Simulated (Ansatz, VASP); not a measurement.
## One calculation of TaSi2, two programs

```
Ta Si
1.0
     4.76863    0.00000    0.00000
    -2.38431    4.12975    0.00000
     0.00000    0.00000    6.52141
Ta Si
3 6
Direct
  0.00000 0.50000 0.16667
  0.50000 0.50000 0.83333
  0.50000 0.00000 0.50000
  0.84138 0.68277 0.50000
  0.15862 0.84138 0.83333
  0.68277 0.84138 0.16667
  0.15862 0.31723 0.50000
  0.84138 0.15862 0.83333
  0.31723 0.15862 0.16667
```

The cell is a database's computed one.

Alike in both runs: task single point; functional PBE; k mesh 6 × 6 × 4; occupations gaussian, width 0.1 eV; no spin polarisation.

|  | VASP | Ansatz |
| --- | --- | --- |
| version | VASP 6.6.1 | Ansatz 0.2.0 |
| potentials or method | VASP PAW PBE potentials, release 64 (Ta_pv, Si) | scalar-relativistic, plane waves, PAW |
| plane-wave cutoff (eV) | 520 | 420 |
| valence electrons in the cell | 57 | 63 |

Ansatz gave:

| Quantity | Value |
| --- | --- |
| gap on the k mesh at the Fermi level (eV) | none |
| pressure (GPa) | 5.4 |
| largest component of the traceless stress (GPa) | 2.03 |
| rms of the force components (eV/Å) | 0.026 |

Task: Which values does VASP return?

Result: gap on the k mesh at the Fermi level (eV): none; pressure (GPa): 5.6; largest component of the traceless stress (GPa): 2.04; rms of the force components (eV/Å): 0.023.

Atom by atom the forces differ by 0.002 eV/Å (rms over components). A gap of «none» marks a metal or a gap that the smearing closes. The two sets of potentials don't hold the same shells in valence. Ansatz warned: «structure_snapped_to_symmetry».

The runs have no spin-orbit coupling, so splittings on Ta are missing.
